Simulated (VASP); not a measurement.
Wanted: the native input for a VASP 6.6.1 run.

- Task: relaxation of cell and atoms
- Functional: LDA
- Potentials or basis: VASP PAW LDA potentials, release 64 (Mg)
- Cutoff: 600 eV
- k mesh: 8 × 5 × 5
- Occupations: methfessel-paxton, width 0.2 eV
- Spin: no spin polarisation
- Further INCAR settings: ALGO = Normal; EDIFF = 1e-06; IBRION = 2; EDIFFG = -0.005; NSW = 60; ISIF = 3

The structure of Mg lies in POSCAR:

```
Mg
1.0
   -3.2092715300      0.0000000000      0.0000000000
    0.0000000000      0.0000000000     -5.2103300000
    0.0000000000     -5.5586213500      0.0000000000
Mg
4
Direct
    0.4786531700      0.7694062400      0.1983416200
    0.9776270300      0.7286652600      0.6735400000
    0.0172647300      0.2469872100      0.3123387600
    0.5264550700      0.2549412900      0.8157796200
```

The cell isn't the ideal one: all atoms moved at random, sigma 0.1 Å a component.

One way to write it, as run:

INCAR

```
SYSTEM = Mg
PREC     = Accurate       ! precision mode
ENCUT    = 600            ! plane-wave cutoff, eV
EDIFF    = 1E-6           ! SCF threshold, eV
ISMEAR   = 1              ! smearing method
SIGMA    = 0.2            ! smearing width, eV
LREAL    = .FALSE.        ! projectors in reciprocal space
LASPH    = .TRUE.         ! aspherical terms in the spheres
NELM     = 60             ! most SCF steps
ALGO     = Normal         ! electronic algorithm
ISIF     = 3              ! what is computed and relaxed
LWAVE    = .FALSE.        ! write WAVECAR
LCHARG   = .FALSE.        ! write CHGCAR
IBRION   = 2              ! ionic algorithm
NSW      = 60             ! ionic steps
EDIFFG   = -0.005         ! ionic threshold
```

KPOINTS

```
regular mesh
0
G
  8 5 5
  0 0 0
```

Potentials or basis: VASP PAW LDA potentials, release 64 (Mg).

Command:

```sh
$ cat potpaw_LDA.64/Mg/POTCAR > POTCAR
$ mpirun -np 1 vasp_std > vasp.out
```

Results of the run:

| Quantity | Value |
| --- | --- |
| Relaxed volume | 21.42 Å³/atom |
| Relaxed cell | a = 3.122 Å, b = 5.092 Å, c = 5.390 Å, α = 90.00°, β = 89.99°, γ = 90.00° |
| Space group after relaxing (to 0.05 Å) | P6_3/mmc (No. 194) |
| Energy gained by relaxing | 39.7 meV/atom |
| Ionic steps | 20 |
| Pressure after relaxing | 0.0 GPa |
| Largest force after relaxing | 0.003 eV/Å |
| Band gap on the k mesh | none (metal or under the smearing width) |

It took 12 min on 1 thread of Intel(R) Xeon(R) Platinum 8175M CPU @ 2.50GHz (Skylake/Cascade Lake), on a shared host, peak memory 0.26 GiB.
